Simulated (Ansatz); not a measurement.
The system is CoO.

```
CELL_PARAMETERS angstrom
1.60222 0.92504 2.56647
-1.60222 0.92504 2.56647
0.00000 -1.85008 2.56647
ATOMIC_POSITIONS crystal
Co 0.99898 0.99898 0.99898
O 0.75102 0.75102 0.75102
```

Measurements of this composition are mostly on another form, of space group No. 225.

Program: Ansatz 0.2.0. Alike in all runs: spin collinear, ferromagnetic start; cell as given; k mesh 10 × 10 × 10.

Order these runs on this cell by their band gap on the k mesh, lowest first.
A. level PBE; potentials or basis Ansatz PAW; cutoff (eV) 420; smearing fermi-dirac 0.05 eV
B. level LDA+U; potentials or basis Ansatz PAW earlier set; U Co d U = 4 eV; cutoff (eV) 1000; smearing methfessel-paxton 0.1 eV; hubbard projectors ortho-atomic (the default); double counting fll (the default); points for each segment of the path 14
C. level PBEsol+D4+U; potentials or basis PseudoDojo stringent (PBEsol files); U Co d U = 7 eV; cutoff (eV) 1415; smearing gaussian 0.02 eV; hubbard projectors all-electron-ortho-atomic; double counting fll (the default)

A (metal), B (0.38 eV), C (0.71 eV).

Caveats: a cell with one magnetic atom can't hold antiferromagnetic order, which such compounds often take; the magnetic or orbital state may not be the lowest (some runs); semilocal functionals often make such compounds metallic where correlation or magnetic order opens a gap, which also shifts bond lengths (some runs).

